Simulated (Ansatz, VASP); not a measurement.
## Ga: VASP beside Ansatz

```
CELL_PARAMETERS angstrom
0.00000 2.83894 2.83894
2.83894 0.00000 2.83894
2.83894 2.83894 0.00000
ATOMIC_POSITIONS crystal
Ga 0.12500 0.12500 0.12500
Ga 0.87500 0.87500 0.87500
```

Alike in both runs: task single point; functional LDA; k mesh 11 × 11 × 11; occupations fermi-dirac, width 0.1 eV; no spin polarisation.

|  | VASP | Ansatz |
| --- | --- | --- |
| version | VASP 6.6.1 | Ansatz 0.2.0 |
| potentials or method | VASP PAW LDA potentials, release 64 (Ga_d) | plane waves (420 eV) with PAW, scalar-relativistic |
| plane-wave cutoff (eV) | 520 | 420 |
| valence electrons in the cell | 26 | 26 |

```csv
,VASP,Ansatz,Ansatz less VASP
pressure (GPa),0.1,0.0,-0.18
```

Ansatz warned: «pseudo_functional_mismatch».
